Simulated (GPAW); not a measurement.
**MgSe in GPAW: convergence with k mesh**

Input of the first run (k mesh 2 × 2 × 2); the others differ in this setting and in those tied to it:

File run.py:

```python
from ase import Atoms
from ase.dft.bandgap import bandgap
from ase.io import write
from ase.units import GPa
from gpaw import GPAW, PW

atoms = Atoms(['Se', 'Mg'],
              cell=[[0.0, 2.7255, 2.7255],
                    [2.7255, 0.0, 2.7255],
                    [2.7255, 2.7255, 0.0]],
              scaled_positions=[[0.5, 0.5, 0.5],
                                [0.0, 0.0, 0.0]],
              pbc=True)

calc = GPAW(mode=PW(800),
            xc='RPBE',
            kpts={'size': (2, 2, 2), 'gamma': True},
            occupations={'name': 'fermi-dirac', 'width': 0.05},
            nbands=16,
            convergence={'density': 1e-05, 'energy': 1e-05},
            maxiter=100,
            txt='gpaw.txt')
atoms.calc = calc
energy = atoms.get_potential_energy()
forces = atoms.get_forces()
stress = atoms.get_stress()
calc.write('gs.gpw')
write('result.traj', atoms)
print(f'Energy: {energy:.6f} eV')
print('Forces (eV/A):')
print(forces.round(4))
print('Stress (GPa):', (stress / GPa).round(3))
print('Fermi level:', round(calc.get_fermi_level(), 4), 'eV')
print(f'Gap: {bandgap(calc)[0]:.4f} eV, direct: {bandgap(calc, direct=True)[0]:.4f} eV')
```

Potentials or basis: the program's PAW data sets (release 1.2.1) made for this functional, pw.

Run with:

```bash
$ OMP_NUM_THREADS=1 python run.py
```

Hardware: 1 thread of Arm Neoverse V1 (shared host).

```
      k mesh  energy less the tightest run, at zero smearing (meV/atom)  pressure (GPa)  gap on the mesh (eV)  SCF cycles  CPU time (s)  peak memory (GiB)
   2 × 2 × 2                                                     798.18           10.72                 1.645          10           4.8               0.15
   3 × 3 × 3                                                     145.38            5.51                 2.746           9           5.2               0.15
   4 × 4 × 4                                                      33.57            4.27                 1.924           9           7.8               0.15
   5 × 5 × 5                                                       8.68            3.96                 2.351           9           9.2               0.15
   6 × 6 × 6                                                       2.46            3.88                 1.950           9            13               0.16
   8 × 8 × 8                                                       0.23            3.84                 1.953           9            21               0.17
   9 × 9 × 9                                                       0.07            3.84                 2.080           9            26               0.18
11 × 11 × 11                                                       0.00            3.84                 2.039           9            39                0.2
```

Against the tightest run, the energy stays within 1 meV/atom from 8 × 8 × 8 on; the pressure stays within 0.1 GPa from 6 × 6 × 6 on. Not settled before the last step: the gap on the mesh (to 0.01 eV). Meshes of other sizes hit other points, so gaps and Fermi surfaces needn't settle smoothly. The tightest run that finished is the yardstick and may itself not be fully converged.

Caveat, for the tightest run too: an odd mesh through Γ misses points on the zone boundary, where band edges often lie.
